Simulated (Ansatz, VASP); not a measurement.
## Two plane-wave programs on Na2HF

The input INCAR:

```
SYSTEM = Na2HF
PREC     = Accurate       ! precision mode
ENCUT    = 600            ! plane-wave cutoff, eV
EDIFF    = 1E-6           ! SCF threshold, eV
ISMEAR   = 0              ! smearing method
SIGMA    = 0.1            ! smearing width, eV
LREAL    = .False.        ! projectors in reciprocal space
LASPH    = .True.         ! aspherical terms in the spheres
NELM     = 60             ! most SCF steps
ALGO     = Normal         ! electronic algorithm
ISIF     = 3              ! what is computed and relaxed
LWAVE    = .False.        ! write WAVECAR
LCHARG   = .False.        ! write CHGCAR
GGA      = PE             ! functional
IBRION   = 2              ! ionic algorithm
NSW      = 90             ! ionic steps
EDIFFG   = -0.04          ! ionic threshold
```

KPOINTS

```
regular mesh
0
Gamma
  6 6 4
  0 0 0
```

POSCAR

```
Na2HF
1.0
    3.5186492800      0.0000000000      0.0000000000
   -1.7593246400      3.0472396600      0.0000000000
    0.0000000000      0.0000000000      5.7659106900
Na H F
2 1 1
Direct
    0.6666666700      0.3333333300      0.2951185800
    0.6666666700      0.3333333300      0.7048814200
    0.0000000000      0.0000000000      0.0000000000
    0.3333333300      0.6666666700      0.5000000000
```

Input for Ansatz:

```yaml
crystal:
  lattice:
    - [3.51864928, 0.0, 0.0]
    - [-1.75932464, 3.04723966, 0.0]
    - [0.0, 0.0, 5.76591069]
  atoms:
    - { symbol: Na, position: [0.66666667, 0.33333333, 0.29511858] }
    - { symbol: Na, position: [0.66666667, 0.33333333, 0.70488142] }
    - { symbol: H, position: [0.0, 0.0, 0.0] }
    - { symbol: F, position: [0.33333333, 0.66666667, 0.5] }
basis:
  ecutwfc: 420
kpoints:
  mp_grid: { grid: [6, 6, 4] }
hamiltonian:
  xc: pbe
scf:
  occupations: { method: gaussian, width: 0.1 }
  lower_state_search: "off"
output:
  forces: true
  stress: true
  eigenvalues: true
relax:
  adjacent_minimum: "off"
  f_tol: 0.04
  max_steps: 70
  cell: { stress_tol: 0.4 }
```

Alike in both runs: task relaxation of cell and atoms; functional PBE; k mesh 6 × 6 × 4; occupations gaussian, width 0.1 eV; no spin polarisation.

```csv
,VASP,Ansatz
version,VASP 6.6.1,Ansatz 0.2.0
potentials or method,"VASP PAW PBE potentials, release 64 (Na_pv, H, F)","scalar-relativistic, plane waves, PAW"
plane-wave cutoff (eV),600,420
valence electrons in the cell,22,26
```

Ansatz gave:

| Property | Result |
| --- | --- |
| gap on the k mesh at the Fermi level, each at its own relaxed structure (eV) | 3.15 |
| relaxed volume (Å³/atom) | 13.62 |
| relaxed cell length with the largest relative difference (Å) | 3.293 |
| energy change over the relaxation (meV/atom) | -115 |

What did VASP give for the same quantities?

gap on the k mesh at the Fermi level, each at its own relaxed structure (eV): 3.21; relaxed volume (Å³/atom): 13.52; relaxed cell length with the largest relative difference (Å): 3.285; energy change over the relaxation (meV/atom): -117.

The two sets of potentials don't hold the same shells in valence.

A k mesh can miss the band edges. A hybrid or GW would open this gap; PBE tends to underestimate it.
